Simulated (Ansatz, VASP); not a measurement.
Given: the input of a run of VASP 6.6.1 on TePb.

File INCAR:

```
PREC = Accurate
ENCUT = 520
EDIFF = 1E-6
ISMEAR = 0
SIGMA = 0.026000000000000002
LREAL = F
LASPH = T
NELM = 100
ALGO = Normal
ISIF = 2
LWAVE = F
LCHARG = F
GGA = PE
NBANDS = 17
```

KPOINTS

```
Automatic mesh
0
Gamma
  7 7 7
```

File POSCAR:

```
TePb
1.0
    0.0000000000      3.2310000000      3.2310000000
    3.2310000000      0.0000000000      3.2310000000
    3.2310000000      3.2310000000      0.0000000000
Pb Te
1 1
Direct
    0.0000000000      0.0000000000      0.0000000000
    0.5000000000      0.5000000000      0.5000000000
```

Potentials or basis: VASP PAW PBE potentials, release 64 (Pb_d, Te).

Command:

```bash
$ cat potpaw_PBE.64/Pb_d/POTCAR potpaw_PBE.64/Te/POTCAR > POTCAR
$ mpirun -np 1 vasp_std > vasp.out
```

Task: Set up the same calculation for Ansatz 0.2.0. Potentials there: all-electron LAPW, scalar-relativistic.

Result: As run (the cutoff follows the program's own potentials):

Contents of input.yaml:

```yaml
crystal:
  lattice:
    - [0.0, 3.231, 3.231]
    - [3.231, 0.0, 3.231]
    - [3.231, 3.231, 0.0]
  atoms:
    - { symbol: Pb, position: [0.0, 0.0, 0.0] }
    - { symbol: Te, position: [0.5, 0.5, 0.5] }
kpoints:
  mp_grid: { grid: [7, 7, 7] }
scf:
  occupations: { method: gaussian, width: 0.026 }
hamiltonian:
  xc: pbe
  pseudopotentials: { kind: all_electron, lapw: { basis_error: 0.001 } }
output:
  forces: true
  stress: true
  eigenvalues: true
```

Potentials or basis: all-electron LAPW, scalar-relativistic.

The run is started by

```sh
$ ansatz run input.yaml --threads 1 --pin off --max-ram 3072MiB --backend cpu --events-out ev --progress --plain --runs-dir out
```

Both were run:

|  | VASP | Ansatz | Ansatz less VASP |
| --- | --- | --- | --- |
| gap on the k mesh at the Fermi level (eV) | 1.01 | 1.01 | -0.004 |
| least direct gap on the mesh (eV) | 1.01 | 1.01 | -0.004 |
| pressure (GPa) | 2.1 | 2.1 | +0.07 |

Ansatz ran all-electron here, so the differences hold the error of VASP's frozen core and of both bases.

The runs have no spin-orbit coupling, so splittings on Pb, Te are missing.
